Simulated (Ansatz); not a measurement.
# Epitaxial strain in SnO$_{2}$: moduli and critical thickness

Computed with Ansatz, DFT r2SCAN, scalar-relativistic, plane waves, PAW. Settings: 500 eV cutoff, 6×6×8 k-mesh, Gaussian smearing of 0.02 eV, no spin polarisation.

Starting point, cell and atoms relaxed:

```
Sn O
1.0
     4.75994    0.00000    0.00000
     0.00000    4.75994    0.00000
     0.00000    0.00000    3.20071
Sn O
2 4
Direct
  0.50000 0.50000 0.50000
  0.00000 0.00000 0.00000
  0.30591 0.30591 0.00000
  0.80591 0.19409 0.50000
  0.19409 0.80591 0.50000
  0.69409 0.69409 0.00000
```

The a-b plane is strained alike in both directions, as on a substrate, while c and the atoms relax within the symmetry that the strain leaves. Stress is positive in compression; energies are free energies at the smearing used, per atom.

| strain (%) | c (Å) | σ in plane (GPa) | ΔE (meV/atom) |
| --- | --- | --- | --- |
| -6.0 | 3.3686 | 22.56 | 97.13 |
| -4.0 | 3.3047 | 14.46 | 41.95 |
| -2.0 | 3.2489 | 6.88 | 10.15 |
| +0.0 | 3.2007 | 0.00 | 0.00 |
| +2.0 | 3.1598 | -5.97 | 9.31 |
| +4.0 | 3.1255 | -10.84 | 35.29 |
| +6.0 | 3.0974 | -14.47 | 74.60 |

Problem. Get the biaxial modulus twice, from the stresses and from the energies of the innermost pair.

Solution. From stress: M = −Δσ/Δε = (6.88 − (-5.97)) / 0.040 = 321 GPa. Two in-plane directions each store σε/2, so the energy density is Mε²: M = (mean ΔE)/(V ε²) = 9.73 meV / (12.086 Å³ × 0.020²) × 0.16022 GPa Å³/meV = 322 GPa. The two agree.

Problem. How well does Mε², with M from the stresses, predict the outermost points?

Solution. 87.3 meV predicted against 97.1 computed at -6.0 %; 87.3 meV predicted against 74.6 computed at +6.0 %. Compression costs more than stretching, the usual sign of bonds that stiffen as they shorten.

Problem. How does c respond, and up to what thickness can a film with 1 % or 2 % misfit stay coherent on a thick substrate?

Solution. c answers with ε_c = −0.69 ε. In an isotropic solid that ratio is 2ν/(1 − ν), so ν = r/(2 + r) = 0.26. A film of thickness h stores Mε²h per area, 32.1 mJ/m² per nm at 1 %. The Matthews–Blakeslee balance for pure edge misfit dislocations, h = b/(8πf(1 + ν)) × (ln(h/b) + 1), with b taken as the in-plane vector a = 4.76 Å, solved by iteration, gives 5.1 nm at f = 1 % and 1.7 nm at 2 %. This is an isotropic estimate in which the moduli cancel; the real Burgers vector, glide system, anisotropy and slow kinetics can shift it by a factor of a few, mostly upward.

The in-plane response is close to linear only near zero strain. At the outermost points compression builds up 22.56 GPa, while the same stretch gives only 14.47 GPa in magnitude. This asymmetry reflects the anharmonic Sn–O bond: short-range repulsion rises steeply on shortening, while the restoring force weakens on stretching. The c axis moves against the in-plane strain in every row, but too little to conserve volume, so the film cannot avoid bond compression or extension by changing shape alone. In rutile, edge-sharing octahedra form stiff chains along c, which probably limits this relief. The derived ν of 0.26 is therefore an effective ratio for this loading, not a general Poisson ratio of the tetragonal crystal. The matching moduli show that stresses and energies are mutually consistent, not that either is accurate against experiment. Nor does the smooth compressive branch establish stability there, since a symmetry-breaking octahedral rotation towards the CaCl₂-type structure, known for rutile oxides under pressure, could not appear in these relaxations.
